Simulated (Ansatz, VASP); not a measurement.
## Si: VASP beside Ansatz

```
CELL_PARAMETERS angstrom
0.00000 1.93565 1.93565
1.93565 0.00000 1.93565
1.93565 1.93565 0.00000
ATOMIC_POSITIONS crystal
Si 0.00000 0.00000 0.00000
```

Alike in both runs: functional PBE; k mesh 17 × 17 × 17; occupations fermi-dirac, width 0.05 eV; no spin polarisation.

Ansatz relaxed the structure, and its values are those at the end. VASP's run is a single point on that final structure, the one shown.

|  | VASP | Ansatz |
| --- | --- | --- |
| version | VASP 6.6.1 | Ansatz 0.2.0 |
| potentials or method | VASP PAW PBE potentials, release 64 (Si) | PAW with Ansatz's default frozen-core files, scalar-relativistic |
| plane-wave cutoff (eV) | 520 | 420 |
| valence electrons in the cell | 4 | 4 |

VASP gave:

| Property | Result |
| --- | --- |
| pressure (GPa) | -0.1 |

Task: Which values does Ansatz return?

Result: Pressure (GPa): 0.0.

With one functional, cell and mesh, what is left measures potentials, basis and numerics.
